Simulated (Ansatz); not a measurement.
Input and command of a plane-wave DFT calculation in Ansatz:

```yaml
crystal:
  lattice:
    - [2.7222232901, 0.0, 0.0]
    - [-1.3611116451, 2.357514524, 0.0]
    - [0.0, 0.0, 4.2973136336]
  atoms:
    - { symbol: Ru, position: [0.3333333333, 0.6666666667, 0.25] }
    - { symbol: Ru, position: [0.6666666667, 0.3333333333, 0.75] }
basis:
  ecutwfc: 420
kpoints:
  mp_grid: { grid: [18, 18, 10] }
hamiltonian:
  xc: pbe
scf:
  occupations: { method: fermi_dirac, width: 0.15 }
output:
  forces: true
  stress: true
  eigenvalues: true
relax:
  adjacent_minimum: "off"
  f_tol: 0.001
  max_steps: 60
  cell: { stress_tol: 0.02, p_target: 7.0 }
```

```bash
ansatz run input.yaml --threads 1 --pin off --max-ram 3072MiB --backend cpu --events-out ev --progress --plain --runs-dir out
```

Processor: AMD EPYC 9R45 96-Core Processor (Zen 5), 1 thread, on a host shared with other jobs.

How long does it run, and how much memory does it take?

About 14 s on 1 thread of AMD EPYC 9R45 96-Core Processor (Zen 5) (shared host), peak memory 0.46 GiB. It solves 21 bands at 222 k points (the mesh reduced by the symmetry that the task leaves, which can be less than the crystal's) with about 537 plane waves (on the last cell), in 45 SCF iterations over 7 ionic steps.
